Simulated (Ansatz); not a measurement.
# Solid Br2: from lattice energy to sublimation

Level of theory: Ansatz 0.2.0, DFT PBE+D3(BJ), scalar-relativistic, plane waves, PAW.

Plane waves to 420 eV, a k mesh through Γ of 6×6×4 on the computed 4-atom cell and Gaussian smearing (0.02 eV); no spin polarisation.

Space group Cmce (No. 64). a = 6.993 Å, b = 4.148 Å, c = 8.578 Å, α = 90.00°, β = 90.00°, γ = 90.00°
```json
{"atom": "Br", "site": "8f", "symmetry": "m..", "x": "0.5000", "y": "0.6510", "z": "0.1191"}
```

The relaxed cell holds 2 Br2 at 62.2 Å³ each. Per molecule the crystal lies 0.6886 eV below the molecule frozen in its crystal shape, and that shape lies 0.0524 eV above the relaxed free molecule.

**Question.** Put the lattice energy together, estimate the enthalpy of sublimation and the cohesive energy density, and say what binds the crystal.

**Answer.** E_latt = −0.6886 + 0.0524 = -0.6362 eV = -61.4 kJ/mol: the molecule pays 7.6 % of its binding as strain. For rigid molecules with classical lattice modes the gas has 5/2 RT of translation and rotation plus RT of pV, the crystal 5 RT in its lattice modes, so ΔH_sub ≈ −E_latt − (3/2)RT = 61.4 − 3.7 = 57.7 kJ/mol at 298 K (a solid that melts lower is measured colder, with a smaller RT term). The cohesive energy density is −E_latt per molar volume, 61.4 kJ/mol / 37.5 cm³/mol = 1639 MPa, and its root, 40 MPa^½, is the solid's counterpart of a solubility parameter (the liquid's is smaller). The D3 term adds -0.427 eV between molecules, 62 % of the binding at this geometry. The share depends on the functional that the correction is paired with. The Kohn–Sham gap is 2.21 eV in the free molecule, 1.85 eV in the molecule frozen in its crystal shape and 1.33 eV on the crystal's mesh. The change of shape alone narrows it by 0.36 eV. From the frozen molecule to the crystal it shows a narrowing, by band width and the neighbours' field; the polarisation that lowers true ionisation gaps in solids isn't in these levels.

Quantum lattice modes, thermal expansion and changes of the internal vibrations are left out, each worth up to a few kJ/mol.

Cost: 3 runs of about 0.92 core-minutes in all, on Arm Neoverse V1 (shared hosts).